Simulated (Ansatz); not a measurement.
# NiGe: the cost of one run

Program: Ansatz 0.2.0. Level of theory: DFT PBEsol, scalar-relativistic, plane waves, PAW. These are calculated values, not measurements.

1 further run of the same task is left out (set aside as unsound or not needed). Runs told in other sessions of the task aren't counted.

### Step 1. The starting structure

The structure is orthorhombic, space group Pnma (No. 62). The conventional cell has a = 5.311 Å, b = 3.440 Å, c = 5.739 Å, α = 90.00°, β = 90.00°, γ = 90.00°. Ni (site symmetry m) has 6 Ge at 2.32 to 2.49 Å in its first shell of neighbours. Around Ge (site symmetry m) lie 6 Ni at 2.32 to 2.49 Å.

Structure file:

```xyz
8
Lattice="5.3108 0.0000 0.0000 0.0000 3.4400 0.0000 0.0000 0.0000 5.7393" Properties=species:S:1:pos:R:3 pbc="T T T"
Ni    5.2735    2.5800    1.0840
Ni    0.0372    0.8600    4.6553
Ni    2.6926    0.8600    3.9536
Ni    2.6182    2.5800    1.7856
Ge    4.3105    2.5800    3.3770
Ge    1.0003    0.8600    2.3623
Ge    3.6557    0.8600    0.5073
Ge    1.6551    2.5800    5.2319
```

It is the result of an earlier relaxation at this level (volume 13.11 Å³/atom; gap on the mesh: none (metal)).

### Step 2. Bands, states and charges

Input file input.yaml:

```yaml
crystal:
  lattice:
    - [5.3107947965, 0.0, 0.0]
    - [0.0, 3.4400167657, 0.0]
    - [0.0, 0.0, 5.739257495]
  atoms:
    - { symbol: Ni, position: [0.9929865395, 0.75, 0.188871313] }
    - { symbol: Ni, position: [0.0070134605, 0.25, 0.811128687] }
    - { symbol: Ni, position: [0.5070134605, 0.25, 0.688871313] }
    - { symbol: Ni, position: [0.4929865395, 0.75, 0.311128687] }
    - { symbol: Ge, position: [0.8116425503, 0.75, 0.5883967052] }
    - { symbol: Ge, position: [0.1883574497, 0.25, 0.4116032948] }
    - { symbol: Ge, position: [0.6883574497, 0.25, 0.0883967052] }
    - { symbol: Ge, position: [0.3116425503, 0.75, 0.9116032948] }
basis:
  ecutwfc: 420
kpoints:
  mp_grid: { grid: [8, 10, 6] }
  band_path:
    path:
      - [[0.0, 0.0, 0.0], [0.5, 0.0, 0.0], [0.5, 0.5, 0.0], [0.0, 0.5, 0.0], [0.0, 0.0, 0.0], [0.0, 0.0, 0.5], [0.5, 0.0, 0.5], [0.5, 0.5, 0.5], [0.0, 0.5, 0.5], [0.0, 0.0, 0.5]]
      - [[0.5, 0.0, 0.0], [0.5, 0.0, 0.5]]
      - [[0.0, 0.5, 0.0], [0.0, 0.5, 0.5]]
      - [[0.5, 0.5, 0.0], [0.5, 0.5, 0.5]]
    npoints: 14
hamiltonian:
  xc: pbesol
scf:
  occupations: { method: gaussian, width: 0.1 }
  n_extra_bands: 20
output:
  forces: true
  stress: true
  eigenvalues: true
  populations: true
  dos: { projected: true, de: 0.02, nscf_kmesh: { grid: [12, 15, 9] } }
  bader: true
  write_density: true
  write_potential: true
  elf: true
  volumetric_format: npy
```

The run is started by

```bash
$ ansatz run input.yaml --threads 2 --pin off --max-ram 5120MiB --backend cpu --events-out ev --progress --plain --runs-dir out
```

Q: Estimate wall time and peak memory on 2 threads of Oxide Virtual Turin-like (Zen 5), shared host.

About 1.9 min, with a peak of 1.6 GiB.
